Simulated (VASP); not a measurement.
# ZrB2: P into a neighbouring B vacancy, part 4 of 5

Aim: the barrier for one hop in ZrB2: P into a neighbouring B vacancy. The start is a cell from a database of measured crystal structures.

VASP 6.6.1, plane waves and PAW; the level of theory is named at each step.

So far. Step 3 (Relax the start): The run ended after 8 ionic steps, 0.991 eV below its first step, once the forces on the free atoms met EDIFFG = -0.05. Step 4 (Relax the end): The run ended after 10 ionic steps, 0.648 eV below its first step, once the forces on the free atoms met EDIFFG = -0.05.

## (5) Nudged elastic band

Level of this step: PBE; plane waves and PAW (Zr_sv, B, P) (VASP).

Images on a straight line between the ends relax across the path, while springs keep them spaced along it.

File INCAR:

```
SYSTEM = Zr8B14P
PREC = Normal
ENCUT = 320
EDIFF = 1E-05
NELM = 120
ISMEAR = 1
SIGMA = 0.15
LREAL = Auto
ALGO = Fast
GGA = PE
NBANDS = 94
LASPH = .TRUE.
LWAVE = .FALSE.
LCHARG = .FALSE.
IMAGES = 3
SPRING = -5
IBRION = 1
POTIM = 0.3
NSW = 60
EDIFFG = -0.05
ISYM = 0
ISIF = 0
```

File POSCAR:

```
Zr8B14P
1.0
    6.3491282926      0.0000000000      0.0000000000
   -3.1745641462      5.4985063932      0.0000000000
    0.0000000000      0.0000000000      7.0780293422
Zr B P
8 14 1
Direct
    0.9947955081      0.9931651018      0.9955011913
    0.9948053818      0.9932535475      0.5041757670
    0.9977742825      0.5012737203      0.0001870809
    0.9977714314      0.5011866505      0.4994905291
    0.4985207787      0.0008708393      0.0009196946
    0.4984946416      0.0008398354      0.4987070689
    0.5060413399      0.5045103954      0.9955347533
    0.5059696707      0.5044845976      0.5040982993
    0.3320914008      0.1669930263      0.7497529571
    0.3377995605      0.6840982998      0.2498258344
    0.3303609377      0.6659198609      0.7498422066
    0.8154592273      0.1615219216      0.2498310078
    0.8330192428      0.1685340638      0.7497797501
    0.8338356958      0.6657820637      0.2498236389
    0.8341381137      0.6647913274      0.7497685657
    0.1651449821      0.3338521608      0.7497682251
    0.1580758108      0.8220755650      0.2497740496
    0.1667271505      0.8319414609      0.7498636396
    0.6777014865      0.3415847525      0.2497827047
    0.6672438991      0.3324987320      0.7498392754
    0.6649639639      0.8344910327      0.2498669246
    0.6653060489      0.8335692061      0.7497260071
    0.1806436071      0.3183079513      0.2497845969
```

File KPOINTS:

```
Automatic mesh
0
Gamma
3 3 3
0 0 0
```

File 00/POSCAR:

```
Zr8B14P
1.0
    6.3491282926      0.0000000000      0.0000000000
   -3.1745641462      5.4985063932      0.0000000000
    0.0000000000      0.0000000000      7.0780293422
Zr B P
8 14 1
Direct
    0.9947955081      0.9931651018      0.9955011913
    0.9948053818      0.9932535475      0.5041757670
    0.9977742825      0.5012737203      0.0001870809
    0.9977714314      0.5011866505      0.4994905291
    0.4985207787      0.0008708393      0.0009196946
    0.4984946416      0.0008398354      0.4987070689
    0.5060413399      0.5045103954      0.9955347533
    0.5059696707      0.5044845976      0.5040982993
    0.3320914008      0.1669930263      0.7497529571
    0.3377995605      0.6840982998      0.2498258344
    0.3303609377      0.6659198609      0.7498422066
    0.8154592273      0.1615219216      0.2498310078
    0.8330192428      0.1685340638      0.7497797501
    0.8338356958      0.6657820637      0.2498236389
    0.8341381137      0.6647913274      0.7497685657
    0.1651449821      0.3338521608      0.7497682251
    0.1580758108      0.8220755650      0.2497740496
    0.1667271505      0.8319414609      0.7498636396
    0.6777014865      0.3415847525      0.2497827047
    0.6672438991      0.3324987320      0.7498392754
    0.6649639639      0.8344910327      0.2498669246
    0.6653060489      0.8335692061      0.7497260071
    0.1806436071      0.3183079513      0.2497845969
```

File 01/POSCAR:

```
Zr8B14P
1.0
    6.3491282926      0.0000000000      0.0000000000
   -3.1745641462      5.4985063932      0.0000000000
    0.0000000000      0.0000000000      7.0780293422
Zr B P
8 14 1
Direct
    0.9946656975      0.9937162149      0.9952179310
    0.9946431211      0.9937773606      0.5039241918
    0.9987915703      0.5007224712      0.0001553388
    0.9987764526      0.5006341192      0.4989756103
    0.4994839875      0.0003052701      0.0004624624
    0.4994420999      0.0002621301      0.4986557056
    0.5059086271      0.5050136164      0.9952426640
    0.5058098024      0.5049941100      0.5038508512
    0.3327819631      0.1667169460      0.7495179439
    0.3389441511      0.6825688601      0.2495631667
    0.3310726323      0.6663572754      0.7495639431
    0.8173223504      0.1607861102      0.2495698102
    0.8330371046      0.1682777618      0.7495280940
    0.8342248278      0.6657091350      0.2495490627
    0.8342477174      0.6651019126      0.7494980725
    0.1658525905      0.3335855055      0.7495107630
    0.1591927541      0.8205514215      0.2495246744
    0.1674057049      0.8323552487      0.7495971177
    0.6794722208      0.3407711097      0.2495308200
    0.6672142097      0.3321878939      0.7495595772
    0.6653816598      0.8344199358      0.2495744938
    0.6654510659      0.8338636222      0.7494744796
    0.2152884203      0.2841184973      0.2495445457
```

File 02/POSCAR:

```
Zr8B14P
1.0
    6.3491282926      0.0000000000      0.0000000000
   -3.1745641462      5.4985063932      0.0000000000
    0.0000000000      0.0000000000      7.0780293422
Zr B P
8 14 1
Direct
    0.9945358870      0.9942673280      0.9949346708
    0.9944808604      0.9943011736      0.5036726165
    0.9998088580      0.5001712222      0.0001235968
    0.9997814738      0.5000815878      0.4984606915
    0.5004471964     -0.0002602990      0.0000052302
    0.5003895582     -0.0003155753      0.4986043422
    0.5057759143      0.5055168373      0.9949505746
    0.5056499342      0.5055036225      0.5036034032
    0.3334725254      0.1664408658      0.7492829306
    0.3400887417      0.6810394204      0.2493004990
    0.3317843269      0.6667946900      0.7492856795
    0.8191854736      0.1600502987      0.2493086126
    0.8330549663      0.1680214598      0.7492764378
    0.8346139597      0.6656362064      0.2492744866
    0.8343573210      0.6654124978      0.7492275793
    0.1665601990      0.3333188502      0.7492533009
    0.1603096974      0.8190272780      0.2492752992
    0.1680842593      0.8327690366      0.7493305959
    0.6812429552      0.3399574669      0.2492789354
    0.6671845204      0.3318770558      0.7492798789
    0.6657993556      0.8343488390      0.2492820631
    0.6655960830      0.8341580384      0.7492229522
    0.2499332334      0.2499290432      0.2493044946
```

File 03/POSCAR:

```
Zr8B14P
1.0
    6.3491282926      0.0000000000      0.0000000000
   -3.1745641462      5.4985063932      0.0000000000
    0.0000000000      0.0000000000      7.0780293422
Zr B P
8 14 1
Direct
    0.9944060764      0.9948184411      0.9946514106
    0.9943185998      0.9948249866      0.5034210412
    1.0008261458      0.4996199731      0.0000918548
    1.0007864950      0.4995290565      0.4979457727
    0.5014104052     -0.0008258682     -0.0004520020
    0.5013370166     -0.0008932806      0.4985529788
    0.5056432015      0.5060200582      0.9946584853
    0.5054900660      0.5060131350      0.5033559551
    0.3341630878      0.1661647855      0.7490479174
    0.3412333323      0.6795099807      0.2490378314
    0.3324960214      0.6672321045      0.7490074160
    0.8210485968      0.1593144873      0.2490474150
    0.8330728280      0.1677651577      0.7490247816
    0.8350030916      0.6655632777      0.2489999104
    0.8344669247      0.6657230830      0.7489570861
    0.1672678074      0.3330521950      0.7489958388
    0.1614266408      0.8175031345      0.2490259239
    0.1687628138      0.8331828244      0.7490640740
    0.6830136895      0.3391438241      0.2490270507
    0.6671548310      0.3315662177      0.7490001806
    0.6662170515      0.8342777421      0.2489896324
    0.6657411000      0.8344524545      0.7489714248
    0.2845780466      0.2157395892      0.2490644434
```

File 04/POSCAR:

```
Zr8B14P
1.0
    6.3491282926      0.0000000000      0.0000000000
   -3.1745641462      5.4985063932      0.0000000000
    0.0000000000      0.0000000000      7.0780293422
Zr B P
8 14 1
Direct
    0.9942762659      0.9953695542      0.9943681503
    0.9941563391      0.9953487997      0.5031694660
    1.0018434336      0.4990687240      0.0000601127
    1.0017915162      0.4989765252      0.4974308539
    0.5023736140     -0.0013914373     -0.0009092342
    0.5022844749     -0.0014709859      0.4985016155
    0.5055104887      0.5065232792      0.9943663960
    0.5053301977      0.5065226474      0.5031085070
    0.3348536501      0.1658887052      0.7488129042
    0.3423779229      0.6779805410      0.2487751637
    0.3332077160      0.6676695190      0.7487291524
    0.8229117199      0.1585786758      0.2487862174
    0.8330906898      0.1675088557      0.7487731255
    0.8353922236      0.6654903490      0.2487253342
    0.8345765284      0.6660336682      0.7486865929
    0.1679754158      0.3327855397      0.7487383767
    0.1625435841      0.8159789910      0.2487765487
    0.1694413682      0.8335966122      0.7487975521
    0.6847844238      0.3383301813      0.2487751660
    0.6671251416      0.3312553796      0.7487204824
    0.6666347474      0.8342066452      0.2486972016
    0.6658861170      0.8347468707      0.7487198973
    0.3192228598      0.1815501352      0.2488243922
```

PAW data sets: Zr_sv, B and P (PBE family, release 64).

The run is started by

```bash
mpirun -np 3 vasp_std
```

The program printed:

```text
[banner, memory and clock lines left out]
running    3 mpi-ranks, on    1 nodes
 each image running on    1 cores
 distrk:  each k-point on    1 cores,    1 groups
 distr:  one band on    1 cores,    1 groups

 POSCAR found type information on POSCAR ZrB P
 01/POSCAR found :  3 types and      23 ions
 LDA part: xc-table for (Slater+PW92), standard interpolation
 POSCAR found type information on POSCAR ZrB P
 00/POSCAR found :  3 types and      23 ions
 POSCAR found type information on POSCAR ZrB P
 04/POSCAR found :  3 types and      23 ions
 POSCAR, INCAR and KPOINTS ok, starting setup
 FFT: planning ... GRIDC
 FFT: planning ... GRID_SOFT
 FFT: planning ... GRID
 WAVECAR not read
 entering main loop
       N       E                     dE             d eps       ncg     rms          rms(c)
DAV:   1     0.875424070051E+03    0.87542E+03   -0.55107E+04  2632   0.105E+03
DAV:   2    -0.121562092572E+03   -0.99699E+03   -0.95770E+03  3060   0.341E+02
DAV:   3    -0.202449994103E+03   -0.80888E+02   -0.79987E+02  4008   0.781E+01
DAV:   4    -0.208028439878E+03   -0.55784E+01   -0.55682E+01  3912   0.180E+01
DAV:   5    -0.208272997187E+03   -0.24456E+00   -0.24452E+00  3696   0.322E+00    0.609E+01
RMM:   6    -0.186920505036E+03    0.21352E+02   -0.57282E+01  2829   0.170E+01    0.277E+01
RMM:   7    -0.188212564468E+03   -0.12921E+01   -0.34842E+01  3159   0.109E+01    0.519E+00
RMM:   8    -0.187607821826E+03    0.60474E+00   -0.44664E+00  2967   0.631E+00    0.390E+00
RMM:   9    -0.187726029221E+03   -0.11821E+00   -0.12415E+00  3656   0.242E+00    0.167E+00
RMM:  10    -0.187735805243E+03   -0.97760E-02   -0.50405E-01  3771   0.127E+00    0.793E-01
RMM:  11    -0.187751872599E+03   -0.16067E-01   -0.15915E-01  4213   0.725E-01    0.827E-01
RMM:  12    -0.187767103783E+03   -0.15231E-01   -0.77583E-02  3704   0.899E-01    0.114E+00
RMM:  13    -0.187753506303E+03    0.13597E-01   -0.89115E-02  3440   0.804E-01    0.854E-02
RMM:  14    -0.187755880677E+03   -0.23744E-02   -0.25012E-02  4346   0.306E-01    0.111E-01
RMM:  15    -0.187756404325E+03   -0.52365E-03   -0.73825E-03  4496   0.157E-01    0.110E-01
RMM:  16    -0.187756516181E+03   -0.11186E-03   -0.25531E-03  4204   0.104E-01    0.350E-02
WARNING in EDDRMM: call to ZHEGV failed, returncode =   8  4     21
RMM:  17    -0.187756627739E+03   -0.11156E-03   -0.11806E-03  4212   0.618E-02    0.322E-02
WARNING in EDDRMM: call to ZHEGV failed, returncode =   6  3     43
RMM:  18    -0.187756668627E+03   -0.40888E-04   -0.47226E-04  4065   0.406E-02    0.156E-02
WARNING in EDDRMM: call to ZHEGV failed, returncode =   6  3     43
RMM:  19    -0.187756695356E+03   -0.26730E-04   -0.28276E-04  3808   0.319E-02    0.153E-02
WARNING in EDDRMM: call to ZHEGV failed, returncode =   6  3     14
RMM:  20    -0.187756706661E+03   -0.11305E-04   -0.16129E-04  2790   0.229E-02    0.196E-03
WARNING in EDDRMM: call to ZHEGV failed, returncode =   6  3     26
WARNING in EDDRMM: call to ZHEGV failed, returncode =   8  4     26
RMM:  21    -0.187756715890E+03   -0.92285E-05   -0.11782E-04  2576   0.184E-02    0.295E-03
WARNING in EDDRMM: call to ZHEGV failed, returncode =   8  4     14
RMM:  22    -0.187756721000E+03   -0.51105E-05   -0.68791E-05  2103   0.148E-02
   1 F= -.18775672E+03 E0= -.18775508E+03  d E =-.187757E+03
 BRION: g(F)=  0.186E+00 g(S)=  0.000E+00
 bond charge predicted
       N       E                     dE             d eps       ncg     rms          rms(c)
DAV:   1    -0.187782334652E+03   -0.25619E-01   -0.49880E+00  3210   0.932E+00    0.346E-01
RMM:   2    -0.187795847483E+03   -0.13513E-01   -0.15521E-01  2905   0.140E+00    0.137E-01
RMM:   3    -0.187796702618E+03   -0.85514E-03   -0.14661E-02  3500   0.385E-01    0.813E-02
RMM:   4    -0.187797034230E+03   -0.33161E-03   -0.39589E-03  4426   0.154E-01    0.389E-02
RMM:   5    -0.187797138358E+03   -0.10413E-03   -0.11329E-03  4488   0.716E-02    0.195E-02
RMM:   6    -0.187797181289E+03   -0.42931E-04   -0.40965E-04  4224   0.428E-02    0.976E-03
WARNING in EDDRMM: call to ZHEGV failed, returncode =   6  3     29
RMM:   7    -0.187797199749E+03   -0.18460E-04   -0.17427E-04  3459   0.281E-02    0.315E-03
WARNING in EDDRMM: call to ZHEGV failed, returncode =   8  4     20
RMM:   8    -0.187797206409E+03   -0.66598E-05   -0.75226E-05  2745   0.202E-02
   2 F= -.18779721E+03 E0= -.18779560E+03  d E =-.404854E-01
[... from here on, the cycles between the ionic steps are left out ...]
   3 F= -.18782091E+03 E0= -.18781890E+03  d E =-.237002E-01
[...]
WARNING in EDDRMM: call to ZHEGV failed, returncode =   8  4     55
   4 F= -.18783760E+03 E0= -.18783515E+03  d E =-.166889E-01
   5 F= -.18784759E+03 E0= -.18784489E+03  d E =-.999831E-02
[...]
WARNING in EDDRMM: call to ZHEGV failed, returncode =   6  3     39
WARNING in EDDRMM: call to ZHEGV failed, returncode =   8  4     69
WARNING in EDDRMM: call to ZHEGV failed, returncode =   8  4     69
[...]
WARNING in EDDRMM: call to ZHEGV failed, returncode =   8  4     13
   6 F= -.18785782E+03 E0= -.18785494E+03  d E =-.102251E-01
   7 F= -.18786667E+03 E0= -.18786367E+03  d E =-.884749E-02
[...]
WARNING in EDDRMM: call to ZHEGV failed, returncode =   6  3     68
   8 F= -.18787358E+03 E0= -.18787051E+03  d E =-.691822E-02
[...]
WARNING in EDDRMM: call to ZHEGV failed, returncode =   8  4     51
[...]
WARNING in EDDRMM: call to ZHEGV failed, returncode =   6  3     12
   9 F= -.18788487E+03 E0= -.18788168E+03  d E =-.112815E-01
[...]
WARNING in EDDRMM: call to ZHEGV failed, returncode =   6  3     34
WARNING in EDDRMM: call to ZHEGV failed, returncode =   8  4     59
[...]
WARNING in EDDRMM: call to ZHEGV failed, returncode =   6  3     63
WARNING in EDDRMM: call to ZHEGV failed, returncode =   6  3     56
  10 F= -.18789681E+03 E0= -.18789347E+03  d E =-.119452E-01
[...]
WARNING in EDDRMM: call to ZHEGV failed, returncode =   8  4     12
  11 F= -.18791645E+03 E0= -.18791290E+03  d E =-.196381E-01
[...]
WARNING in EDDRMM: call to ZHEGV failed, returncode =   6  3     61
[...]
WARNING in EDDRMM: call to ZHEGV failed, returncode =   6  3     23
[...]
WARNING in EDDRMM: call to ZHEGV failed, returncode =   8  4     11
WARNING in EDDRMM: call to ZHEGV failed, returncode =   6  3     12
  12 F= -.18794265E+03 E0= -.18793888E+03  d E =-.262030E-01
[...]
WARNING in EDDRMM: call to ZHEGV failed, returncode =   6  3     38
  13 F= -.18797401E+03 E0= -.18797009E+03  d E =-.313604E-01
[...]
WARNING in EDDRMM: call to ZHEGV failed, returncode =   6  3     41
[...]
WARNING in EDDRMM: call to ZHEGV failed, returncode =   6  3     62
  14 F= -.18799367E+03 E0= -.18798966E+03  d E =-.196552E-01
[...]
WARNING in EDDRMM: call to ZHEGV failed, returncode =   8  4     30
WARNING in EDDRMM: call to ZHEGV failed, returncode =   8  4     30
  15 F= -.18806233E+03 E0= -.18805832E+03  d E =-.686633E-01
  16 F= -.18811206E+03 E0= -.18810813E+03  d E =-.497263E-01
[...]
WARNING in EDDRMM: call to ZHEGV failed, returncode =   6  3     19
WARNING in EDDRMM: call to ZHEGV failed, returncode =   8  4     15
[...]
WARNING in EDDRMM: call to ZHEGV failed, returncode =   8  4     34
WARNING in EDDRMM: call to ZHEGV failed, returncode =   8  4     52
  17 F= -.18814858E+03 E0= -.18814472E+03  d E =-.365216E-01
[...]
WARNING in EDDRMM: call to ZHEGV failed, returncode =   6  3     26
[...]
WARNING in EDDRMM: call to ZHEGV failed, returncode =   8  4     25
WARNING in EDDRMM: call to ZHEGV failed, returncode =   8  4     26
  18 F= -.18818685E+03 E0= -.18818302E+03  d E =-.382736E-01
 BRION: g(F)=  0.208E-02 g(S)=  0.000E+00
 BRIONS problems: POTIM should be increased
 retain N=  1 mean eig=29.91
 eig:  29.911
 bond charge predicted
       N       E                     dE             d eps       ncg     rms          rms(c)
DAV:   1    -0.188151249398E+03    0.35598E-01   -0.25993E+01  2632   0.218E+01    0.622E-01
RMM:   2    -0.188196003089E+03   -0.44754E-01   -0.54493E-01  2722   0.293E+00    0.298E-01
RMM:   3    -0.188200785487E+03   -0.47824E-02   -0.68014E-02  3537   0.804E-01    0.216E-01
RMM:   4    -0.188201705965E+03   -0.92048E-03   -0.11367E-02  4138   0.289E-01    0.926E-02
WARNING in EDDRMM: call to ZHEGV failed, returncode =   8  4     67
RMM:   5    -0.188201929994E+03   -0.22403E-03   -0.23712E-03  4469   0.121E-01    0.346E-02
RMM:   6    -0.188202020569E+03   -0.90575E-04   -0.83038E-04  4517   0.634E-02    0.131E-02
RMM:   7    -0.188202057188E+03   -0.36620E-04   -0.32396E-04  4091   0.404E-02    0.561E-03
WARNING in EDDRMM: call to ZHEGV failed, returncode =   8  4     15
RMM:   8    -0.188202074683E+03   -0.17495E-04   -0.15503E-04  3207   0.279E-02    0.274E-03
WARNING in EDDRMM: call to ZHEGV failed, returncode =   8  4     22
RMM:   9    -0.188202081925E+03   -0.72423E-05   -0.82288E-05  2981   0.219E-02
  19 F= -.18820208E+03 E0= -.18819828E+03  d E =-.152291E-01
 BRION: g(F)=  0.106E-02 g(S)=  0.000E+00
 BRIONS problems: POTIM should be increased
 retain N=  1 mean eig=22.50
 eig:  22.499
 reached required accuracy - stopping structural energy minimisation
```

Run time: 23 min. Hardware: 3 MPI ranks of AMD EPYC 7R43, shared host; peak memory 0.59 GiB; 70 min of CPU time.

[end of part 4 of 5]

[Lines on the potential files, build, host, timing and source positions are cut from VASP's logs without a mark.]

[Logs are printed without paths, hosts, clocks, repeated set-up lines and the standing remarks that a program may print on its own settings, such as how far it seeks lower states.]

[Hosts, paths, dates, database ids (printed as entryN), source tags and the programs' standing remarks are cut or masked in the printed files.]

[Runs that stopped without an error message from VASP are left out.]
